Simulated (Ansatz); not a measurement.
## Rh: distorted cells

Computed with DFT PBE, scalar-relativistic, plane waves, PAW (Ansatz 0.2.0).

Plane waves to 420 eV, a k mesh through Γ of 18×18×18 on the computed 1-atom cell and Gaussian smearing (0.10 eV); no spin polarisation.

Reference cell:

```yaml
crystal:
  lattice:
    - [0.00000, 1.90155, 1.90155]
    - [1.90155, 0.00000, 1.90155]
    - [1.90155, 1.90155, 0.00000]
  atoms:
    - { symbol: Rh, position: [0.00000, 0.00000, 0.00000] }
```

Each variant moves atoms of this cell by the vectors given, if any (Å), and then applies a symmetric strain (tensor components, Cartesian axes). The reference cell isn't relaxed at this level. Energies are per atom at zero smearing, counted from the lowest variant. Pressure is positive in compression.

1. strain (xx yy zz yz xz xy, %) -0.42 -0.42 -0.42 0.00 0.00 0.00
2. strain (xx yy zz yz xz xy, %) 3.53 3.53 3.53 0.00 0.00 0.00
3. strain (xx yy zz yz xz xy, %) -1.89 -1.89 -1.89 0.00 0.00 0.00

```json
{"variant": "1", "ΔE (meV/atom)": "0.0", "P (GPa)": "9.45", "space group": "Fm-3m"}
{"variant": "2", "ΔE (meV/atom)": "58.6", "P (GPa)": "-17.18", "space group": "Fm-3m"}
{"variant": "3", "ΔE (meV/atom)": "61.8", "P (GPa)": "24.68", "space group": "Fm-3m"}
```